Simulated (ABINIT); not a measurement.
The system is InSe.

```xyz
4
Lattice="2.0000 1.1547 8.4400 -2.0000 1.1547 8.4400 0.0000 -2.3094 8.4400" Properties=species:S:1:pos:R:3 pbc="T T T"
In    0.0000    0.0000   22.4994
In    0.0000    0.0000    0.0000
Se    0.0000    0.0000    4.3525
Se    0.0000    0.0000    9.7102
```

Base run:

```yaml
Program: ABINIT 10.8.3 (patched build)
Functional: PBE
Potentials_or_basis: JTH PAW PBE v2.0
Cutoff: 599 eV
k_mesh: 5 × 5 × 5
Occupations: fermi-dirac, width 0.05 eV
Spin: no spin polarisation
```

Its results: band gap on the k mesh 0.96 eV, direct; pressure 2.8 GPa; largest force 0.363 eV/Å.

Q: After a change of settings the same cell gave: band gap on the k mesh 0.92 eV, direct; pressure 0.2 GPa; largest force 0.299 eV/Å. Which change was it?
A. functional from PBE to PBEsol; k mesh from 5 × 5 × 5 to 6 × 6 × 6
B. k mesh from 5 × 5 × 5 to 6 × 6 × 6
C. functional from PBE to PBEsol; k mesh from 5 × 5 × 5 to 3 × 3 × 3
D. functional from PBE to PBEsol

A: D.

PBEsol binds more tightly than PBE, so the same cell stands under less pressure.

Caveats: spin-orbit coupling is left out, which moves the levels of the heavy elements; an odd mesh through Γ misses points on the zone boundary, where band edges often lie; the PAW data sets were made with another functional, which shifts forces and pressure a little (some runs).
